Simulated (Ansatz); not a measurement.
AlCo: zone-centre modes

All numbers below come from DFT PBE, scalar-relativistic, plane waves, PAW in Ansatz. Settings: 420 eV plane-wave cutoff, Γ-centred 20×20×20 mesh, Fermi-Dirac smearing of 0.15 eV. No spin polarisation. Phonons by linear response, acoustic sum rule imposed.

Relaxed structure:
```xyz
2
Lattice="2.8542 0.0000 0.0000 0.0000 2.8542 0.0000 0.0000 0.0000 2.8542" Properties=species:S:1:pos:R:3 pbc="T T T"
Al    1.4271    1.4271    1.4271
Co    0.0000    0.0000    0.0000
```

It was reached by relaxing an invented guess, and it needn't be the stable form of this composition. In a metal, frequencies depend on the k mesh and the smearing, soft modes most.

Q: Is this structure stable against zone-centre distortions?

A: Yes, at Γ: no optical mode is imaginary. Strains and other wave vectors aren't tested by this run.

Q: List the optical modes at Γ (i marks imaginary ones).

A:
```csv
frequency (THz),degeneracy
9.75,3
```
